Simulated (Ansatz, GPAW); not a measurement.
# Ballistic transport through BN in line between two Pb chains, from relaxation to T(E), part 2 of 4

Aim: the conductance of BN in line between two Pb chains after relaxation, and whether geometry, basis or functional moves it most.

GPAW 26.7.0 and Ansatz 0.2.0; Ansatz plane waves; relaxation of the junction with the lead ends held; PAW set soft_1 (the session's first sound run).

So far. Step 2 (Relaxing the atoms): The relaxation lowered the energy of the cell by 1.04 eV.

### 3. Plane-wave reference (PBE)

A plane-wave run comes first: its basis does not favour the atoms, so it serves as the reference for the orbital bases.

This step: Ansatz plane waves; Landauer transmission by layers, zero bias; PAW set soft_1 (Ansatz 0.2.0).

Contents of input.yaml:

```yaml
crystal:
  lattice:
    - [9.0, 0.0, 0.0]
    - [0.0, 9.0, 0.0]
    - [0.0, 0.0, 37.425]
  atoms:
    - { symbol: Pb, position: [0.5, 0.5, 0.038744155] }
    - { symbol: Pb, position: [0.5, 0.5, 0.1162324649] }
    - { symbol: Pb, position: [0.5, 0.5, 0.1937207749] }
    - { symbol: Pb, position: [0.5, 0.5, 0.2712090848] }
    - { symbol: Pb, position: [0.5918088513, 0.5202865631, 0.3471291841] }
    - { symbol: Pb, position: [0.3836468704, 0.4801157521, 0.4118085675] }
    - { symbol: B, position: [0.4941257956, 0.5069779883, 0.4699698971] }
    - { symbol: "N", position: [0.5123773831, 0.5153603595, 0.5042754627] }
    - { symbol: Pb, position: [0.5991248612, 0.5650430549, 0.5560360793] }
    - { symbol: Pb, position: [0.5352188567, 0.5275418429, 0.6517189764] }
    - { symbol: Pb, position: [0.5, 0.5, 0.7287909152] }
    - { symbol: Pb, position: [0.5, 0.5, 0.8062792251] }
    - { symbol: Pb, position: [0.5, 0.5, 0.8837675351] }
    - { symbol: Pb, position: [0.5, 0.5, 0.961255845] }
kpoints:
  mp_grid: { grid: [1, 1, 2] }
hamiltonian:
  xc: pbe
  pseudopotentials: { kind: paw, azcp: { folder: soft_1 } }
scf:
  occupations: { method: fermi_dirac, width: 0.1 }
output:
  transmission:
    leads: [[0, 1]]
    e_range: [-2, 2]
    de: 0.025
    kmesh: [1, 1]
    reduced_basis: true
  write_potential: true
  write_density: true
  volumetric_format: npy
  elf: true
```

On the command line:

```sh
ansatz run input.yaml --threads 4 --pin off --max-ram 8192MiB --backend cpu --events-out ev --progress --plain --runs-dir out
```

Numbers of over 12 decimals in the logs are rounded to 6 here.

The program printed:

```text
[...]
Crystal: 14 atoms, lattice volume = 3031.425 Å³
Basis set: ecut = 420 eV, 59121 PW (Γ)
Bands: 106, of which v1, the nominal top of the filled ones, is band 88 counted from 1 (87 counted from 0)
Symmetry: 1 space group operations
[...]
k-points: 2
[...]
SCF iter   1: F=—  HF=-143435.405946 eV  |F-HF|=—  |Δ(HF+E_count)|=         —  Δρ=1.96e-2  dr2=2.63e1  ethr=3.10e-3  ⟨swp⟩=7.0  Hψ=937  notcnv=0
[...]
SCF iter  11: F=-143429.471619 eV  HF=-143429.471619 eV  |F-HF|=3.53e-8  |Δ(HF+E_count)|=   4.76e-8  Δρ=9.05e-7  dr2=5.57e-8  ethr=5.68e-11  ⟨swp⟩=14.0  Hψ=869  notcnv=0
SCF 1 converged in 11 iterations: F = -143429.471619 eV  dr2 = 5.57e-8
[...]
transmission: 47 of 282 steps passed
transmission: 94 of 282 steps passed
[...]
transmission: 282 of 282 steps passed
WARN: The output density's exchange-correlation potential varies sharply where the density is thin. Do not read a vacuum level from v_tot or v_xc, or from such a field of the output density. On a cell that repeats whose density bears no net charge and no dipole along the vacuum's axis use v_es (v_loc + v_h of the components); under efield.dipole_correction with no amplitude use v_es + v_field, which holds any externa [...]
SCF converged after 11 iterations
Free energy (F): -143429.471619 eV
[...]
Internal energy: -143428.941566 eV  (E = F + TS)
E sigma→0 (E₀):  -143429.206593 eV
Entropy (-TS):   -0.530053 eV (-37.861 meV/atom)
Fermi energy:    -2.184090 eV
[...]
--- Band table (eV) ---
  k-point 0: bands = [... 84 lower, -2.5317, -2.4658, -2.3620, -2.2944, -2.0426, -2.0058, -1.8959, -1.7629, ... 14 higher]
  k-point 1: bands = [... 84 lower, -2.5642, -2.4569, -2.3762, -2.2888, -2.1436, -1.9870, -1.8517, -1.7010, ... 14 higher]
--- Transmission ---
  basis      : 717 plane waves across, 47 finite elements along
  points     : 1, standing for a mesh of 1 x 1
  filling    : by the input's occupations and mesh, since the crystals that have channels conduct as metals do. If one of these is a semiconductor, that mesh has misplaced its level
  energies   : 161 from -2.000000 to 2.000000 eV about the Fermi level, 0.025000 eV apart; the leads are filled to 0.000000 eV, and channels, transmission and decay are at 0.000000 eV
  crystal 0  : Pb1, at the sites [0, 1], period 2.9000 Å, over 23.20 Å; its Hamiltonian steps by up to 34.7 meV: too much for a lead, lay more layers or, if its atoms are ordered, name the step of that order
    offset         : up to 0.0000 Å between an atom of the period and one for which it stands
    filled         : 8.1 meV under the level at which it is neutral
    channels       : 3.000000e0 a spin
    conductance    : 2.8697e14 S/m² at 300 K; may be off by some 0.0 % by where its bands' edges are placed, 0.0 % from the distance to neutral
  junction   : crystal 0 to crystal 0, -0.00 to 34.52 Å
    transmission   : 6.333103e-1 a spin
    error estimate : 2.577637e-4 a spin from the reduction of the transverse basis, at the most 7.051032e-4 at 0.425000 eV
    conductance    : 6.0530e13 S/m² at 300 K (6.0531e13 on every other energy)
    error estimate : 0.0 % from the energy spacing and 0.0 % from band edges of the leads and from resonances (wavevectors taken as independent; lower de), 0.1 % from the reduction of the transverse basis, 15.3 % from the steps of its leads' Hamiltonians or their offsets (lay more layers), 1.8 % from the distance to neutral
    resistance     : 1.3036e-2 Ω µm² beyond half of each lead's own
```

Run time: 82 s. Hardware: 4 threads of Intel Xeon Platinum 8375C at 2.90GHz (Ice Lake), shared host; peak memory 3.6 GiB.

This step gave:

```
free energy                                             : -143429.4716 eV
lead level                                              : 0 eV from the Fermi level
transmission at the Fermi level (one spin)              : 0.6333
open channels of the lead at the Fermi level (one spin) : 3
step of the potential along the lead                    : 34.7 meV
offset of the lead                                      : 0 Å
filling of the lead less its bulk value, in size        : 8.1 meV
conductance                                             : 0.6328 G₀
```

One spin. Table of transmission, zone mean by energy, zero at the Fermi level:

```tsv
energy (eV)	transmission, zone mean
-2.000	0.00383
-1.900	0.00116
-1.800	1.9e-4
-1.700	7.3e-6
-1.600	2.8e-4
-1.500	8.7e-4
-1.400	0.00175
-1.300	0.00297
-1.200	0.00467
-1.100	0.00708
-1.000	0.0107
-0.900	0.0168
-0.800	0.0287
-0.700	0.0717
-0.600	0.0839
-0.500	0.114
-0.400	0.163
-0.300	0.241
-0.200	0.353
-0.100	0.491
0.000	0.633
0.100	0.771
0.200	0.918
0.300	1.08
0.400	1.20
0.450	1.22
0.500	1.19
0.600	1.05
0.700	0.839
0.800	0.644
0.900	0.485
1.000	0.365
1.100	0.278
1.200	0.216
1.300	0.203
1.400	0.136
1.500	0.115
1.600	0.0995
1.700	0.0898
1.800	0.0843
1.900	0.0821
2.000	0.0820
```

One spin. Table of open channels, zone mean by energy, zero at the Fermi level:

```tsv
energy (eV)	open channels, zone mean
-2.000	1
-1.900	1
-1.800	1
-1.700	1
-1.600	1
-1.500	1
-1.400	1
-1.300	1
-1.200	1
-1.100	1
-1.000	1
-0.900	1
-0.800	1
-0.700	1
-0.600	3
-0.500	3
-0.400	3
-0.300	3
-0.200	3
-0.100	3
0.000	3
0.100	3
0.200	3
0.300	3
0.400	3
0.500	3
0.600	3
0.700	3
0.800	3
0.900	3
1.000	3
1.100	3
1.200	3
1.300	3
1.400	3
1.500	3
1.600	3
1.700	3
1.800	3
1.900	3
2.000	3
```

Crystal 0, spin -, k parallel (0, 0); distinct values, listed up to 1.5 1/Å. The Im kz of the slowest decaying states by energy, zero at the Fermi level:

```tsv
energy (eV)	decay 1 (Å⁻¹)	decay 2 (Å⁻¹)	decay 3 (Å⁻¹)	decay 4 (Å⁻¹)
-2.0000	0.515	0.515	1.16	1.29
-1.7500	0.466	0.466	1.13	1.26
-1.5000	0.409	0.409	1.10	1.23
-1.2500	0.341	0.342	1.07	1.21
-1.0000	0.254	0.255	1.03	1.18
-0.7500	0.108	0.109	1.00	1.15
-0.5000	0.966	1.12	1.19	1.24
-0.2500	0.930	1.09	1.16	1.16
0.0000	0.893	1.06	1.14	1.14
0.2500	0.854	1.03	1.11	1.11
0.5000	0.814	0.994	1.09	1.09
0.7500	0.771	0.960	1.06	1.06
1.0000	0.726	0.924	1.03	1.03
1.2500	0.678	0.887	1.00	1.00
1.5000	0.626	0.849	0.973	0.973
1.7500	0.570	0.809	0.942	0.942
2.0000	0.507	0.766	0.910	0.910
```

Crystal 0, spin -, k parallel (0, 0). Table of Re kz of states that move upwards by energy, zero at the Fermi level:

```tsv
energy (eV)	channel 1 (Å⁻¹)	channel 2 (Å⁻¹)	channel 3 (Å⁻¹)
-2.000	-0.989	-	-
-1.900	-0.975	-	-
-1.800	-0.962	-	-
-1.700	-0.950	-	-
-1.600	-0.938	-	-
-1.500	-0.927	-	-
-1.400	-0.917	-	-
-1.300	-0.907	-	-
-1.200	-0.897	-	-
-1.100	-0.887	-	-
-1.000	-0.878	-	-
-0.900	-0.869	-	-
-0.800	-0.859	-	-
-0.700	-0.851	-	-
-0.600	-0.842	0.143	0.144
-0.500	-0.833	0.206	0.206
-0.400	-0.825	0.254	0.254
-0.300	-0.816	0.294	0.295
-0.200	-0.808	0.330	0.331
-0.100	-0.800	0.363	0.363
0.000	-0.791	0.393	0.393
0.100	-0.783	0.421	0.422
0.200	-0.775	0.448	0.449
0.300	-0.767	0.474	0.474
0.400	-0.760	0.498	0.499
0.500	-0.752	0.522	0.522
0.600	-0.744	0.545	0.545
0.700	-0.736	0.567	0.567
0.800	-0.729	0.588	0.589
0.900	-0.721	0.609	0.610
1.000	-0.713	0.630	0.630
1.100	-0.706	0.650	0.650
1.200	-0.699	0.670	0.670
1.300	-0.691	0.690	0.690
1.400	-0.684	0.709	0.709
1.500	-0.676	0.728	0.729
1.600	-0.669	0.748	0.748
1.700	-0.662	0.767	0.767
1.800	-0.655	0.786	0.786
1.900	-0.647	0.805	0.805
2.000	-0.640	0.824	0.825
```

The electrostatic potential energy of an electron (with the applied field's), less the Fermi level, planar mean oscillates, so the rows of the table below give means over windows of 2.85 Å about each position, cut where the curve ends. Its maxima inside the range that stand out by 2 % of the span (Å: eV): 2.9: 3.86, 5.8: 3.86, 8.6: 3.81, 11.5: 3.77, 14.2: 3.36, 16.8: 3.68, 18.3: 3.73, 19.4: 3.48, 22.7: 3.59, 25.9: 3.81, 28.7: 3.85, 31.6: 3.84, 34.5: 3.87. Its minima: 1.5: 1.98, 4.4: 2.00, 7.3: 1.98, 10.1: 1.92, 13.0: 1.85, 15.4: 1.81, 17.5: 3.12, 19.0: 3.21, 20.8: 1.39, 24.4: 1.74, 27.3: 2.00, 30.1: 1.96, 33.0: 2.00, 36.0: 1.99.

Electrostatic potential energy of an electron (with the applied field's), less the Fermi level, planar mean against z; means over each step:

```tsv
z (Å)	electrostatic potential energy of an electron (with the applied field's), less the Fermi level, planar mean (eV)
1.43	2.91
4.28	2.92
7.13	2.90
9.98	2.85
12.83	2.75
15.68	2.72
18.53	3.35
21.38	2.45
24.23	2.67
27.08	2.91
29.93	2.89
32.78	2.92
35.62	2.92
```

The valence density, planar mean oscillates, so the rows of the table below give means over windows of 2.92 Å about each position, cut where the curve ends. Its maxima inside the range that stand out by 2 % of the span (Å: e/Å³): 1.5: 0.135, 4.4: 0.135, 7.3: 0.134, 10.1: 0.134, 13.0: 0.135, 15.4: 0.134, 18.9: 0.0614, 20.8: 0.133, 24.4: 0.135, 27.3: 0.134, 30.1: 0.134, 33.0: 0.135, 36.0: 0.135. Its minima: 2.9: 0.0144, 5.8: 0.0144, 8.6: 0.0148, 11.5: 0.0159, 14.2: 0.0241, 16.7: 0.0199, 19.7: 0.0244, 22.5: 0.00631, 25.9: 0.0156, 28.8: 0.0147, 31.6: 0.0143, 34.5: 0.0145.

The valence density, planar mean by z; means over each step:

```tsv
z (Å)	valence density, planar mean (e/Å³)
1.46	0.0593
4.38	0.0593
7.30	0.0593
10.22	0.0595
13.14	0.0625
16.06	0.0607
18.98	0.0430
21.90	0.0469
24.82	0.0594
27.74	0.0595
30.66	0.0593
33.58	0.0594
36.50	0.0720
```

Electrostatic potential energy in the ca plane at fractional y = 0.500, with atoms of Pb and B and N within 0.2 Å of it. With pseudopotentials it is smooth inside the atoms' cores, unlike the true potential.

Values in eV, 13 rows by 16 columns, each cell a mean:
```
  2   2   2   2   2   2   2   2   2   2   2   1   1   1   1   2
  2   2   2   2   2   1   2   2   2   2   2   1   1   1   1   2
  2   2   2   1   0   1   1   2   2   2   2   0  -1   0   1   1
  2   1   1  -1 -10  -4   1   2   2   2   2  -3  -9  -2   1  -1
  0  -6  -4  -9 -40 -23   0   2   2   1   1 -12 -38  -9  -1 -14
 -6 -35 -27 -13 -41 -27  -1   0  -5 -16 -24 -16 -40 -10  -3 -36
-10 -40 -35  -5 -22 -10 -14 -17 -16 -38 -37  -8 -12  -3  -2 -34
 -4 -26 -19  -1  -1  -3 -34 -39  -9 -11  -3   1  -1   0   0  -9
  0  -2  -1   1   1  -1 -31 -37  -4   1   2   2   1   1   1   0
  2   1   1   2   2   1  -7  -9   0   2   2   2   2   2   2   1
  2   2   2   2   2   2   1   0   1   2   2   2   2   2   2   2
  2   2   2   2   2   2   2   2   2   2   2   2   2   2   2   2
  2   2   2   2   2   2   2   2   2   2   2   2   1   1   2   2
```
Columns run along c (16.0 Å, from fractional 0.23 to 0.65 of the cell; values clipped at the 3rd and 97th percentile), rows up along a (9.0 Å). Atoms in or near the plane, at fractional coordinates: Pb at (0.27, 0.50), Pb at (0.35, 0.59), Pb at (0.41, 0.38), B at (0.47, 0.49), N at (0.50, 0.51).

ELF in the ca plane at fractional y = 0.500, with atoms of Pb and B and N within 0.2 Å of it. It is the smooth field of the valence electrons, not physical close to the nuclei.

Ten even steps from '0' (0.00) to '9' (0.92), each cell a mean:
```
00000000000000000000000000000000000000000000
00000000000000000000000000000000000000000000
00001111110000000000000000011111000000000000
00112222221000000000000000123332100000111111
11123444432100000000000000134444210001222222
11234555444310000000000000234555410012333333
22234544444421000011111111234445521123444443
33334444444432000233333332234455531134444444
33334431134442112566555664234345431244444444
44333420024443213788668887433334432344323434
13433331134443224898359768623444432444101333
01443344444433333797139637832444333444201333
02444333333434433598229878842233333444433434
34444322223443113379547888731122223454444334
44454321123441003357655666521011223444443334
44444210024553114434433333210001112333333334
44432100014655445432111111100000011222222233
22221000014665555531000000000000001111112223
11110000013566666531000000000000000000011122
00000000002466666421000000000000000000000111
00000000001245554320000000000000000000000000
00000000000123333210000000000000000000000000
00000000000000111100000000000000000000000000
00000000000000000000000000000000000000000000
```
Columns run along c (16.0 Å, from fractional 0.27 to 0.70 of the cell), rows up along a (9.0 Å). Atoms in or near the plane, at fractional coordinates: Pb at (0.35, 0.59), Pb at (0.41, 0.38), B at (0.47, 0.49), N at (0.50, 0.51).

Valence density in the ca plane at fractional y = 0.500, with atoms of Pb and B and N within 0.2 Å of it. It is the smooth field of the valence electrons, not physical close to the nuclei.

Ten steps, logarithmic in the rise over the least value, from '0' (0.0 e/Å³) to '9' (7.1 e/Å³), each cell a mean:
```
00000000000000000000000000000000000000000000
00000000000000000000000000000000000000000000
00000000000000000000000000000000000000000000
00000000000000000000000000000000000000000000
00000000000000000000000000000000000000000000
00000000001111110000000000000000111110000000
00000000112343321000000000000001233321000011
11111111123566531100000000011112455532101122
11223332235798752100000111222323577642111345
22356653336899853111111223345544688753112468
33478875335799753222122344567764577642123589
43589986434577543334333454678874445432113579
33579986322344333467644454577763222211112467
33467764221122224689864444445532111100011245
22234442110001124799974332222211000000001122
11112221100000124689864211111000000000000001
00000100000000013467642100000000000000000000
00000000000000001234321000000000000000000000
00000000000000000122210000000000000000000000
00000000000000000000000000000000000000000000
00000000000000000000000000000000000000000000
00000000000000000000000000000000000000000000
00000000000000000000000000000000000000000000
00000000000000000000000000000000000000000000
```
Columns run along c (16.0 Å, from fractional 0.23 to 0.65 of the cell), rows up along a (9.0 Å). Atoms in or near the plane, at fractional coordinates: Pb at (0.27, 0.50), Pb at (0.35, 0.59), Pb at (0.41, 0.38), B at (0.47, 0.49), N at (0.50, 0.51).

The largest of the program's own error estimates on the conductance is 15 %. T at the Fermi level is 0.633; the potential still steps by 34.7 meV from one lead period to the next, more than the program accepts for a lead, so the cell is too short for a firm reference, and the program's own error estimates apply.

[end of part 2 of 4]

[Logs are printed without paths, hosts, clocks, repeated set-up lines and the standing remarks that a program may print on its own settings, such as how far it seeks lower states.]

[Hosts, paths, dates, database ids (printed as entryN), source tags and the programs' standing remarks are cut or masked in the printed files.]
